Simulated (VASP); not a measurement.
ZnSe (strained zincblende): a r²SCAN single-point calculation in VASP

INCAR

```
IBRION = -1
LCHARG = .FALSE.
ENCUT = 520
NBANDS = 16
NELM = 120
LWAVE = .FALSE.
SIGMA = 0.01
LASPH = .TRUE.
METAGGA = R2SCAN
LREAL = .FALSE.
ISIF = 2
NSW = 0
PREC = Accurate
EDIFF = 1E-7
ISMEAR = 0
ALGO = Normal
```

KPOINTS

```
KPOINTS created by Atomic Simulation Environment
0
Gamma
8 8 8
0 0 0
```

KPOINTS_OPT

```
special points
6
Reciprocal
0.0000000000 0.0000000000 0.0000000000 1
-0.5000000000 -0.5000000000 0.0000000000 1
-0.3750000000 -0.3750000000 0.2500000000 1
-0.3750000000 0.0000000000 0.3750000000 1
0.0000000000 0.0000000000 0.5000000000 1
-0.5000000000 -0.2500000000 0.2500000000 1
```

POSCAR

```
Zn Se
 1.0000000000000000
     0.0000000000000000    2.7474480638999998    2.9296683481999999
     2.7474480638999998    0.0000000000000000    2.9296683481999999
     2.7474480638999998    2.7474480638999998    0.0000000000000000
 Zn  Se
   1   1
Cartesian
  0.0000000000000000  0.0000000000000000  0.0000000000000000
  1.3737240319499997  1.3737240319499997  1.4648341740999997
```

VASP ran with the recommended PBE PAW datasets (18 valence electrons in the cell).

Command

```
mpirun -np 1 vasp_std
```

From OUTCAR

```
k-points           NKPTS =     59   k-points in BZ     NKDIM =     59   number of bands    NBANDS=     16

   NELECT =      18.0000    total number of electrons

   dimension x,y,z NGX =    30 NGY =   30 NGZ =   30
   dimension x,y,z NGXF=    60 NGYF=   60 NGZF=   60

  energy-cutoff  :      520.00
  volume of cell :       44.23
      direct lattice vectors                 reciprocal lattice vectors
     0.000000000  2.747448064  2.929668348    -0.181987062  0.181987062  0.170667782
     2.747448064  0.000000000  2.929668348     0.181987062 -0.181987062  0.170667782
     2.747448064  2.747448064  0.000000000     0.181987062  0.181987062 -0.170667782

 k-points in reciprocal lattice and weights: KPOINTS created by Atomic Simulation Env
   0.00000000  0.00000000  0.00000000       0.002
   0.12500000 -0.00000000  0.00000000       0.016
   0.25000000 -0.00000000  0.00000000       0.016
   0.37500000 -0.00000000  0.00000000       0.016
   0.50000000 -0.00000000  0.00000000       0.008
   0.12500000  0.12500000  0.00000000       0.004
   0.25000000  0.12500000  0.00000000       0.016
   0.37500000  0.12500000  0.00000000       0.016
   ...

 E-fermi :   1.7435

 k-point     1 :       0.0000    0.0000    0.0000
  band No.  band energies     occupation
      1     -12.3510      2.00000
      2      -5.2701      2.00000
      3      -5.2377      2.00000
      4      -5.2377      2.00000
      5      -4.8229      2.00000
      6      -4.8121      2.00000
      7       1.3558      2.00000
      8       1.6382      2.00000
      9       1.6382      2.00000
     10       3.5212      0.00000
     11       7.8695      0.00000
     12       7.8696      0.00000
     13       7.9023      0.00000
     14      12.2332      0.00000
     15      12.9645      0.00000
     16      14.2542      0.00000

 k-point     2 :       0.1250   -0.0000    0.0000
  band No.  band energies     occupation
      1     -12.2408      2.00000
      2      -5.2577      2.00000
      3      -5.2267      2.00000
      4      -5.2190      2.00000
      5      -4.8225      2.00000
      6      -4.8152      2.00000
      7       0.2603      2.00000
      8       1.2793      2.00000
      9       1.4982      2.00000
     10       4.4429      0.00000
     11       7.7444      0.00000
     12       8.1566      0.00000
     13       8.2090      0.00000
     14      12.2480      0.00000
     15      13.2250      0.00000
     16      13.2739      0.00000

 k-point     3 :       0.2500   -0.0000    0.0000
  band No.  band energies     occupation
      1     -11.9537      2.00000
      2      -5.2169      2.00000
      3      -5.1766      2.00000
      4      -5.1745      2.00000
      5      -4.8185      2.00000
      6      -4.8152      2.00000
      7      -1.5631      2.00000
      8       0.8862      2.00000
      9       1.1974      2.00000
     10       4.8797      0.00000
     11       8.2420      0.00000
     12       8.6490      0.00000
     13       8.8936      0.00000
     14      12.2776      0.00000
     15      12.7698      0.00000
     16      13.1995      0.00000

 k-point     4 :       0.3750   -0.0000    0.0000
  band No.  band energies     occupation
      1     -11.6296      2.00000
      2      -5.1809      2.00000
      3      -5.1403      2.00000
      4      -4.9759      2.00000
      5      -4.8137      2.00000
      6      -4.7950      2.00000
      7      -3.1119      2.00000
      8       0.5479      2.00000
      9       0.9345      2.00000
     10       4.6983      0.00000
     11       8.2986      0.00000
     12       8.7482      0.00000
     13      10.2619      0.00000
     14      12.6480      0.00000
     15      13.7202      0.00000
     16      14.0847      0.00000

 k-point     5 :       0.5000   -0.0000    0.0000
  band No.  band energies     occupation
      1     -11.4816      2.00000
      2      -5.1708      2.00000
      3      -5.1277      2.00000
      4      -4.8087      2.00000
      5      -4.7949      2.00000
      6      -4.6537      2.00000
      7      -3.9292      2.00000
      8       0.4182      2.00000
      9       0.8338      2.00000
     10       4.5926      0.00000
     11       8.2272      0.00000
     12       8.6902      0.00000
     13      10.7373      0.00000
     14      13.3515      0.00000
     15      15.2193      0.00000
     16      15.6305      0.00000

 k-point     6 :       0.1250    0.1250    0.0000
  band No.  band energies     occupation
      1     -12.2154      2.00000
      2      -5.2762      2.00000
      3      -5.2035      2.00000
      4      -5.2034      2.00000
      5      -4.8364      2.00000
      6      -4.8060      2.00000
      7       0.1342      2.00000
      8       1.2190      2.00000
      9       1.2190      2.00000
     10       4.8252      0.00000
     11       7.2128      0.00000
     12       8.5848      0.00000
     13       8.5849      0.00000
     14      10.9596      0.00000
     15      13.4617      0.00000
     16      14.4618      0.00000

 k-point     7 :       0.2500    0.1250    0.0000
  band No.  band energies     occupation
      1     -11.9952      2.00000
      2      -5.2545      2.00000
      3      -5.1608      2.00000
      4      -5.1603      2.00000
      5      -4.8422      2.00000
      6      -4.8025      2.00000
      7      -1.1424      2.00000
      8       0.7347      2.00000
      9       0.8491      2.00000
     10       5.6004      0.00000
     11       7.2054      0.00000
     12       8.8372      0.00000
     13       9.2673      0.00000
     14      10.9728      0.00000
     15      14.0539      0.00000
     16      14.5133      0.00000

 k-point     8 :       0.3750    0.1250    0.0000
  band No.  band energies     occupation
      1     -11.6799      2.00000
      2      -5.1922      2.00000
      3      -5.1193      2.00000
      4      -5.0461      2.00000
      5      -4.8242      2.00000
      6      -4.8009      2.00000
      7      -2.6066      2.00000
      8       0.1500      2.00000
      9       0.6054      2.00000
     10       5.6331      0.00000
     11       7.6839      0.00000
     12       9.4304      0.00000
     13       9.4896      0.00000
     14      12.4968      0.00000
     15      14.0237      0.00000
     16      14.5128      0.00000

 k-point     9 :       0.5000    0.1250    0.0000
  band No.  band energies     occupation
      1     -11.4550      2.00000
      2      -5.1665      2.00000
      3      -5.1036      2.00000
      4      -4.8306      2.00000
      5      -4.8056      2.00000
      6      -4.6981      2.00000
      7      -3.6776      2.00000
      8      -0.2714      2.00000
      9       0.5956      2.00000
     10       5.5150      0.00000
     11       7.7249      0.00000
     12       9.2547      0.00000
     13      10.8034      0.00000
     14      13.4242      0.00000
     15      14.7364      0.00000
     16      15.3125      0.00000

 k-point    10 :      -0.3750    0.1250    0.0000
  band No.  band energies     occupation
      1     -11.4894      2.00000
      2      -5.1652      2.00000
      3      -5.1156      2.00000
      4      -4.8932      2.00000
      5      -4.8214      2.00000
      6      -4.7221      2.00000
      7      -3.4322      2.00000
      8      -0.3901      2.00000
      9       0.8191      2.00000
     10       5.5257      0.00000
     11       8.0081      0.00000
     12       9.0370      0.00000
     13      10.2845      0.00000
     14      13.3445      0.00000
     15      13.4051      0.00000
     16      15.9755      0.00000

 k-point    11 :      -0.2500    0.1250    0.0000
  band No.  band energies     occupation
      1     -11.7548      2.00000
      2      -5.1919      2.00000
      3      -5.1522      2.00000
      4      -5.1193      2.00000
      5      -4.8330      2.00000
      6      -4.7804      2.00000
      7      -2.1598      2.00000
      8      -0.1519      2.00000
      9       1.1755      2.00000
     10       5.6344      0.00000
     11       8.0615      0.00000
     12       8.8094      0.00000
     13       9.0599      0.00000
     14      12.0125      0.00000
     15      13.5087      0.00000
     16      14.7373      0.00000

 k-point    12 :      -0.1250    0.1250    0.0000
  band No.  band energies     occupation
      1     -12.0614      2.00000
      2      -5.2416      2.00000
      3      -5.1985      2.00000
      4      -5.1965      2.00000
      5      -4.8280      2.00000
      6      -4.8059      2.00000
      7      -0.6903      2.00000
      8       0.4704      2.00000
      9       1.4740      2.00000
     10       5.2674      0.00000
     11       7.3581      0.00000
     12       8.3435      0.00000
     13       9.0353      0.00000
     14      12.1098      0.00000
     15      12.9954      0.00000
     16      14.1956      0.00000

 ...

  Total        0.7819618      0.7819618      0.0469407      0.0000000      0.0000000      0.0000000
  in kB       28.3262243     28.3262243      1.7004081      0.0000000      0.0000000      0.0000000
  external PRESSURE =      19.4509522 kB  Pullay stress =       0.0000000 kB

 POSITION                                       TOTAL-FORCE (eV/Angst)
 -----------------------------------------------------------------------------------
      0.00000      0.00000      0.00000        -0.000000     -0.000000      0.000000
      1.37372      1.37372      1.46483         0.000000      0.000000      0.000000
 -----------------------------------------------------------------------------------
    total drift:                                0.000029      0.000029      0.000006

  FREE ENERGIE OF THE ION-ELECTRON SYSTEM (eV)
  ---------------------------------------------------
  free  energy   TOTEN  =       -24.8862498308 eV

  energy  without entropy=      -24.8862498308  energy(sigma->0) =      -24.88624983
```

- gap between bands v and c: 1.88 eV
- least direct gap: 1.88 eV
- pressure: 1.9 GPa

Band v is the last that the valence electrons fill when counted band by band, and c is the next.

The run took about 2.7 min on one core of a shared host (Intel Xeon Platinum 8488C) and held 0.21 GiB at most.
